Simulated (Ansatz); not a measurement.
**What moves the pressure of ZrC?**

```yaml
crystal:
  lattice:
    - [0.00000, 2.35021, 2.35021]
    - [2.35021, 0.00000, 2.35021]
    - [2.35021, 2.35021, 0.00000]
  atoms:
    - { symbol: Zr, position: [0.50000, 0.50000, 0.50000] }
    - { symbol: C, position: [0.00000, 0.00000, 0.00000] }
```

Atom numbers follow the list: Zr1, C2.

Conventional cell: a = 4.700 Å, b = 4.700 Å, c = 4.700 Å, α = 90.00°, β = 90.00°, γ = 90.00°. Zr (atom 1) has 6 C at 2.35 Å as nearest neighbours. C (atom 2) is surrounded by 6 Zr at 2.35 Å.

The cell is a measured one (Crystallography Open Database entry 1562921); the temperature and pressure of the measurement aren't taken into account, and nothing was relaxed.

The calculation used DFT, PBE, all-electron LAPW, scalar-relativistic (Ansatz 0.2.0).

Numerical set-up: a Γ-centred 15×15×15 k mesh, Fermi–Dirac smearing of 0.05 eV, basis error target 0.25 meV/atom, no spin polarisation.

In this reference run the pressure is 1.2 GPa (positive in compression). Each change below is made alone, on the same k mesh, with fractional coordinates held unless an atom is moved; x, y and z are the Cartesian axes.

One change shifts the pressure by +3.1 GPa. Which?
A. no relativity
B. atom 1 (Zr) moved by (0.1414, 0.1414, 0.0000) Å
C. volume scaled by 0.99
D. volume scaled by 1.02
E. equal xy, yz and zx engineering shear strains of +1 %
F. volume scaled by 1.01

B. The others give: volume scaled by 1.01, -2.2 GPa; no relativity, +1.4 GPa; equal xy, yz and zx engineering shear strains of +1 %, 0.0 GPa; volume scaled by 0.99, +2.3 GPa; volume scaled by 1.02, -4.3 GPa.
